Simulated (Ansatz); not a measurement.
One change: `C#Cc1ccccc1` becomes `C[SiH2][N]([GeH3])c1ccccc1`.

Ansatz, PBE0-D4/def2-TZVP geometries, multiplicity 1. Each molecule was computed in one conformer, which needn't be the lowest.

Scalar relativity is left out up to krypton.

| property | `C#Cc1ccccc1` |
| --- | --- |
| LUMO energy (ωB97M-V/def2-TZVPP) / eV | 0.93 |
| HOMO energy (ωB97M-V/def2-TZVPP) / eV | -8.89 |
| HOMO energy (B3LYP/def2-TZVPP) / eV | -6.67 |
| LUMO energy (PBE/def2-TZVPP) / eV | -1.88 |
| HOMO energy (PBE0/def2-TZVPP) / eV | -6.89 |
| HOMO–LUMO gap (PBE/def2-TZVPP) / eV | 4.05 |

Q: What does the change do to each property? (Best estimate.)

A: The calculation gave: 
```json
{"property": "LUMO energy (ωB97M-V/def2-TZVPP) / eV", "`C[SiH2][N]([GeH3])c1ccccc1`": "1.68", "shift": "0.75"}
{"property": "HOMO energy (ωB97M-V/def2-TZVPP) / eV", "`C[SiH2][N]([GeH3])c1ccccc1`": "-8.18", "shift": "0.71"}
{"property": "HOMO energy (B3LYP/def2-TZVPP) / eV", "`C[SiH2][N]([GeH3])c1ccccc1`": "-5.93", "shift": "0.74"}
{"property": "LUMO energy (PBE/def2-TZVPP) / eV", "`C[SiH2][N]([GeH3])c1ccccc1`": "-1.17", "shift": "0.71"}
{"property": "HOMO energy (PBE0/def2-TZVPP) / eV", "`C[SiH2][N]([GeH3])c1ccccc1`": "-6.14", "shift": "0.75"}
{"property": "HOMO–LUMO gap (PBE/def2-TZVPP) / eV", "`C[SiH2][N]([GeH3])c1ccccc1`": "3.98", "shift": "-0.07"}
```

B3LYP here is the variant with VWN-RPA as its local correlation; programs differ in this.

Positive LUMOs are unbound, so they and the gaps depend on the basis.
